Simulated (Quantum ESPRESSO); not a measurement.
# Au (Fm-3m) in Quantum ESPRESSO: notebook, part 2 of 2

Quantum ESPRESSO 7.5. Earlier steps stand in the parts before.

**4. Single point, rev-vdW-DF2, 16.18 Å³/atom**

pw.in

```
&CONTROL
  calculation = 'scf'
  prefix = 'pwscf'
  outdir = './tmp'
  pseudo_dir = './pseudo'
  tprnfor = .true.
  tstress = .true.
  disk_io = 'nowf'
/
&SYSTEM
  ibrav = 0
  nat = 1
  ntyp = 1
  ecutwfc = 76
  nbnd = 16
  input_dft = 'vdw-df2-b86r'
  occupations = 'smearing'
  smearing = 'fd'
  degauss = 0.00367493
/
&ELECTRONS
  conv_thr = 2d-10
  electron_maxstep = 120
  mixing_beta = 0.5
/
ATOMIC_SPECIES
Au   196.9666 Au.upf
CELL_PARAMETERS angstrom
   0.0000000000    2.0074966285    2.0074966285
   2.0074966285    0.0000000000    2.0074966285
   2.0074966285    2.0074966285    0.0000000000
ATOMIC_POSITIONS crystal
Au     0.0000000000    0.0000000000    0.0000000000
K_POINTS automatic
11 11 11 0 0 0
```

Run with:

```
> OMP_NUM_THREADS=1 pw.x -in pw.in > pw.out
```

Wall time 66 s (1 thread of Arm Neoverse V2, shared host); peak memory 0.07 GiB.

Results (log left out):

```
Free energy            : -4032.5896 eV
Pressure               : 15.7 GPa
Band gap on the k mesh : none (metal or under the smearing width)
```

Caveat: the potentials were made for another functional, which shifts forces and pressure.

**5. Single point, rev-vdW-DF2, 16.52 Å³/atom**

Changes to pw.in since step 4:

```diff
@@ -28,5 +28,5 @@
 CELL_PARAMETERS angstrom
-   0.0000000000    2.0074966285    2.0074966285
-   2.0074966285    0.0000000000    2.0074966285
-   2.0074966285    2.0074966285    0.0000000000
+   0.0000000000    2.0213418704    2.0213418704
+   2.0213418704    0.0000000000    2.0213418704
+   2.0213418704    2.0213418704    0.0000000000
 ATOMIC_POSITIONS crystal
```

Run with:

```
> OMP_NUM_THREADS=1 pw.x -in pw.in > pw.out
```

Run time: 65 s. Hardware: 1 thread of Arm Neoverse V2, shared host; peak memory 0.07 GiB.

It converged, with:

| Item | Value |
| --- | --- |
| Free energy | -4032.6176 eV |
| Pressure | 11.0 GPa |
| Band gap on the k mesh | none (metal or under the smearing width) |

Caveat: the potentials were made for another functional, which shifts forces and pressure.

**6. Single point, rev-vdW-DF2, 16.85 Å³/atom**

Changes to pw.in since step 5:

```diff
@@ -28,5 +28,5 @@
 CELL_PARAMETERS angstrom
-   0.0000000000    2.0213418704    2.0213418704
-   2.0213418704    0.0000000000    2.0213418704
-   2.0213418704    2.0213418704    0.0000000000
+   0.0000000000    2.0350000000    2.0350000000
+   2.0350000000    0.0000000000    2.0350000000
+   2.0350000000    2.0350000000    0.0000000000
 ATOMIC_POSITIONS crystal
```

Potentials or basis: PseudoDojo 0.4.1 SR PBE standard.

Run with:

```
> OMP_NUM_THREADS=1 pw.x -in pw.in > pw.out
```

It took 63 s on 1 thread of Arm Neoverse V2, shared host; peak memory 0.07 GiB.

The run converged. Its results:

- Free energy: -4032.6362 eV
- Pressure: 6.8 GPa
- Band gap on the k mesh: none (metal or under the smearing width)

Caveat: the potentials were made for another functional, which shifts forces and pressure.

**7. Single point, rev-vdW-DF2, 17.19 Å³/atom**

Changes to pw.in since step 6:

```diff
@@ -28,5 +28,5 @@
 CELL_PARAMETERS angstrom
-   0.0000000000    2.0350000000    2.0350000000
-   2.0350000000    0.0000000000    2.0350000000
-   2.0350000000    2.0350000000    0.0000000000
+   0.0000000000    2.0484772140    2.0484772140
+   2.0484772140    0.0000000000    2.0484772140
+   2.0484772140    2.0484772140    0.0000000000
 ATOMIC_POSITIONS crystal
```

Run with:

```
> OMP_NUM_THREADS=1 pw.x -in pw.in > pw.out
```

Run time: 63 s. Hardware: 1 thread of Arm Neoverse V2, shared host; peak memory 0.07 GiB.

The run converged. Its results:

```
Free energy            : -4032.6468 eV
Pressure               : 3.2 GPa
Band gap on the k mesh : none (metal or under the smearing width)
```

Caveat: the potentials were made for another functional, which shifts forces and pressure.

**8. Single point, rev-vdW-DF2, 17.53 Å³/atom**

Changes to pw.in since step 7:

```diff
@@ -28,5 +28,5 @@
 CELL_PARAMETERS angstrom
-   0.0000000000    2.0484772140    2.0484772140
-   2.0484772140    0.0000000000    2.0484772140
-   2.0484772140    2.0484772140    0.0000000000
+   0.0000000000    2.0617793868    2.0617793868
+   2.0617793868    0.0000000000    2.0617793868
+   2.0617793868    2.0617793868    0.0000000000
 ATOMIC_POSITIONS crystal
```

Run with:

```
> OMP_NUM_THREADS=1 pw.x -in pw.in > pw.out
```

Run time: 64 s. Hardware: 1 thread of Arm Neoverse V2, shared host; peak memory 0.07 GiB.

The run converged. Its results:

```
Free energy            : -4032.6501 eV
Pressure               : 0.0 GPa
Band gap on the k mesh : none (metal or under the smearing width)
```

Caveat: the potentials were made for another functional, which shifts forces and pressure.

**9. Single point, rev-vdW-DF2, 17.87 Å³/atom**

Changes to pw.in since step 8:

```diff
@@ -28,5 +28,5 @@
 CELL_PARAMETERS angstrom
-   0.0000000000    2.0617793868    2.0617793868
-   2.0617793868    0.0000000000    2.0617793868
-   2.0617793868    2.0617793868    0.0000000000
+   0.0000000000    2.0749120936    2.0749120936
+   2.0749120936    0.0000000000    2.0749120936
+   2.0749120936    2.0749120936    0.0000000000
 ATOMIC_POSITIONS crystal
```

Potentials or basis: PseudoDojo 0.4.1 SR PBE standard.

Run with:

```
> OMP_NUM_THREADS=1 pw.x -in pw.in > pw.out
```

It took 64 s on 1 thread of Arm Neoverse V2, shared host; peak memory 0.07 GiB.

It converged, with:

```yaml
Free_energy: -4032.6472 eV
Pressure: -2.8 GPa
Band_gap_on_the_k_mesh: none (metal or under the smearing width)
```

Caveat: the potentials were made for another functional, which shifts forces and pressure.

**10. Equation of state, rev-vdW-DF2**

Potentials or basis: PseudoDojo 0.4.1 SR PBE standard.

No new run: the results of the series are fitted here.

Results:

```yaml
Equilibrium_volume: 17.53 Å³/atom
Bulk_modulus: 155 GPa
Pressure_derivative_of_the_bulk_modulus: 5.8
```

Energy against volume, from the lowest point:
| volume (Å³/atom) | energy (meV/atom) |
| --- | --- |
| 15.843 | 99.09 |
| 16.181 | 60.57 |
| 16.518 | 32.58 |
| 16.855 | 13.90 |
| 17.192 | 3.36 |
| 17.529 | 0.00 |
| 17.866 | 2.93 |

Caveat: the potentials were made for another functional, which shifts forces and pressure.

**11. Against experiment**

Step 10. A measured bulk modulus of Au is 167 GPa (quoted in “Exploring toroidal anvil profiles for larger sample volumes above 4 Mbar”, 2024, pmc:11102561); the calculated 155 GPa misses it by -7.1 %. The fit is for a static lattice scaled at fixed shape and fixed fractional positions.
